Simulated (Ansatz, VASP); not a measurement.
## BN: VASP beside Ansatz

The input INCAR:

```
PREC = Accurate
ENCUT = 520
EDIFF = 1E-6
ISMEAR = 0
SIGMA = 0.05
LREAL = False
LASPH = True
NELM = 60
ALGO = Normal
ISIF = 2
LWAVE = False
LCHARG = False
GGA = PE
IVDW = 12
NBANDS = 16
```

Contents of KPOINTS:

```
Automatic mesh
0
Gamma
  12 12 4
```

File POSCAR:

```
BN
1.0
    2.5290316213      0.0000000000      0.0000000000
   -1.2645158107      2.1685204268      0.0000000000
    0.0000000000      0.0000000000      6.6612000000
B N
2 2
Direct
    0.3333333333      0.6666666667      0.2500000000
    0.6666666667      0.3333333333      0.7500000000
    0.3333333333      0.6666666667      0.7500000000
    0.6666666667      0.3333333333      0.2500000000
```

Input for Ansatz:

```yaml
crystal:
  lattice:
    - [2.5290316213, 0.0, 0.0]
    - [-1.2645158107, 2.1685204268, 0.0]
    - [0.0, 0.0, 6.6612]
  atoms:
    - { symbol: B, position: [0.3333333333, 0.6666666667, 0.25] }
    - { symbol: B, position: [0.6666666667, 0.3333333333, 0.75] }
    - { symbol: "N", position: [0.3333333333, 0.6666666667, 0.75] }
    - { symbol: "N", position: [0.6666666667, 0.3333333333, 0.25] }
basis:
  ecutwfc: 420
kpoints:
  mp_grid: { grid: [12, 12, 4] }
hamiltonian:
  xc: pbe
  dispersion: d3bj
scf:
  occupations: { method: gaussian, width: 0.05 }
output:
  forces: true
  stress: true
  eigenvalues: true
```

Change from the starting cell: strain +0.0100 x Voigt [1, 0, 0, 0, 0, 0], atoms carried along.

Alike in both runs: task single point; functional PBE; dispersion D3(BJ); k mesh 12 × 12 × 4; occupations gaussian, width 0.05 eV; no spin polarisation.

|  | VASP | Ansatz |
| --- | --- | --- |
| version | VASP 6.6.1 | Ansatz 0.2.0 |
| potentials or method | VASP PAW PBE potentials, release 64 (B, N) | scalar-relativistic, plane waves, PAW |
| plane-wave cutoff (eV) | 520 | 420 |
| valence electrons in the cell | 16 | 16 |

```tsv
	VASP	Ansatz	Ansatz less VASP
gap on the k mesh at the Fermi level (eV)	4.23	4.23	+0.007
least direct gap on the mesh (eV)	4.61	4.61	+0.003
pressure (GPa)	-2.8	-2.8	-0.08
largest component of the traceless stress (GPa)	4.86	4.95	+0.088
rms of the force components (eV/Å)	0.068	0.068	-0.0001
```

Atom by atom the forces differ by 0.000 eV/Å (rms over components).

A k mesh can miss the band edges.
